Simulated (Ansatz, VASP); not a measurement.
**Si2Mo in VASP and in Ansatz**

```
Si Mo
1.0
    -1.58712    1.58712    3.88887
     1.58712   -1.58712    3.88887
     1.58712    1.58712   -3.88887
Si Mo
2 1
Direct
  0.33524 0.33524 0.00000
  0.66476 0.66476 0.00000
  0.00000 0.00000 0.00000
```

Alike in both runs: functional LDA; k mesh 14 × 14 × 14; occupations fermi-dirac, width 0.05 eV; no spin polarisation.

Ansatz relaxed the structure, and its values are those at the end. VASP's run is a single point on that final structure, the one shown.

|  | VASP | Ansatz |
| --- | --- | --- |
| version | VASP 6.6.1 | Ansatz 0.2.0 |
| potentials or method | VASP PAW LDA potentials, release 64 (Si, Mo_sv) | PAW with Ansatz's default frozen-core files, scalar-relativistic |
| plane-wave cutoff (eV) | 520 | 420 |
| valence electrons in the cell | 22 | 22 |

|  | VASP | Ansatz | Ansatz less VASP |
| --- | --- | --- | --- |
| pressure (GPa) | 0.6 | 0.0 | -0.63 |
| rms of the force components (eV/Å) | 0.006 | 0.000 | -0.0059 |

Ansatz warned: «gradients_without_spin_orbit».
